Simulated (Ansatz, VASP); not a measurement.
One calculation of ZnAu, two programs

Contents of INCAR:

```
SYSTEM = ZnAu
PREC = Accurate
ENCUT = 520
EDIFF = 1E-7
ISMEAR = -1
SIGMA = 0.05
LREAL = .FALSE.
LASPH = .TRUE.
NELM = 100
ALGO = Fast
ISIF = 2
LWAVE = .FALSE.
LCHARG = .TRUE.
GGA = PE
LELF = .TRUE.
LVHAR = .TRUE.
NBANDS = 18
```

Contents of KPOINTS:

```
regular mesh
0
G
  7 7 7
  0 0 0
```

POSCAR

```
ZnAu
1.0
    3.2728800000      0.0000000000      0.0000000000
    0.0000000000      3.2728800000      0.0000000000
    0.0000000000      0.0000000000      3.1470000000
Au Zn
1 1
Direct
    0.0000000000      0.0000000000      0.0000000000
    0.5000000000      0.5000000000      0.5000000000
```

The input input.yaml:

```yaml
crystal:
  lattice:
    - [3.27288, 0.0, 0.0]
    - [0.0, 3.27288, 0.0]
    - [0.0, 0.0, 3.147]
  atoms:
    - { symbol: Au, position: [0.0, 0.0, 0.0] }
    - { symbol: Zn, position: [0.5, 0.5, 0.5] }
hamiltonian:
  xc: pbe
  pseudopotentials: { kind: paw }
kpoints:
  mp_grid: { grid: [7, 7, 7] }
  band_path:
    path:
      - [[0.0, 0.0, 0.0], [0.0, 0.5, 0.0], [0.5, 0.5, 0.0], [0.0, 0.0, 0.0], [0.0, 0.0, 0.5], [0.0, 0.5, 0.5], [0.5, 0.5, 0.5], [0.0, 0.0, 0.5]]
      - [[0.0, 0.5, 0.0], [0.0, 0.5, 0.5]]
      - [[0.5, 0.5, 0.0], [0.5, 0.5, 0.5]]
    npoints: 14
scf:
  occupations: { method: fermi_dirac, width: 0.05 }
  n_extra_bands: 6
output:
  forces: true
  stress: true
  eigenvalues: true
  fatbands: false
  write_density: true
  write_potential: true
  elf: true
  volumetric_format: npy
```

Alike in both runs: functional PBE; k mesh 7 × 7 × 7; occupations fermi-dirac, width 0.05 eV; no spin polarisation.

|  | VASP | Ansatz |
| --- | --- | --- |
| version | VASP 6.6.1 | Ansatz 0.2.0 |
| potentials or method | VASP PAW PBE potentials, release 64 (Au, Zn) | Ansatz PAW |
| plane-wave cutoff (eV) | 520 | 420 |
| valence electrons in the cell | 23 | 31 |
| task | single point | band structure |

Ansatz gave:

| Item | Value |
| --- | --- |
| gap on the k mesh at the Fermi level (eV) | none |
| pressure (GPa) | -4.7 |

Problem. What did VASP give for the same quantities?

Solution. gap on the k mesh at the Fermi level (eV): none; pressure (GPa): -4.6.

A gap of «none» marks a metal or a gap that the smearing closes. The two sets of potentials don't hold the same shells in valence.

Caveats: spin-orbit coupling is left out, which moves the levels of the heavy elements (Ansatz). The runs have no spin-orbit coupling, so splittings on Au are missing.
